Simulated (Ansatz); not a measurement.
**In₃As and its competing phases**

Computed with DFT PBE, scalar-relativistic, plane waves, PAW (Ansatz). All cells share a 420 eV cutoff and Γ-centred k meshes spaced at most about 0.3 Å⁻¹ (about 0.25 or finer for metals, 2π included). No spin polarisation.

Energies over the elements count from the elements' standard structures at the same level, with no fitted energy shifts.

These are static total energies at zero pressure. The reference form of As is held partly by dispersion forces, which this level lacks.

The competitors are the elements and 2 reference phases of this chemical system (from databases or known types: In3As, InAs), relaxed at the same level; other known phases may be missing.

The candidate was reached from: random cell.

```
In As
1.0
    -2.77821    2.77821    3.31969
     2.77821   -2.77821    3.31969
     2.77821    2.77821   -3.31969
In As
3 1
Direct
  0.50000 0.50000 0.00000
  0.75000 0.25000 0.50000
  0.25000 0.75000 0.50000
  0.00000 0.00000 0.00000
```

Problem. Is it stable, and against what?

Solution. Not stable. Its formation energy is 0.095 eV/atom. The lowest competing mixture at this composition is this:

| phase | space group | source | share of atoms | ΔE_f (eV/atom) |
| --- | --- | --- | --- | --- |
| In | - | element | 0.5000 | -0.0017 |
| InAs | F-43m (No. 216) | Materials Project | 0.5000 | -0.244 |

The lowest database cell of In (-0.0017) lies slightly below the reference, hence the non-zero entry.

The mixture lies at -0.123 eV/atom, and the candidate lies 0.22 eV/atom above it. The candidate matches no cell in the subsets of the Crystallography Open Database and the Materials Project at hand. The margin is far too high for a likely synthesis.
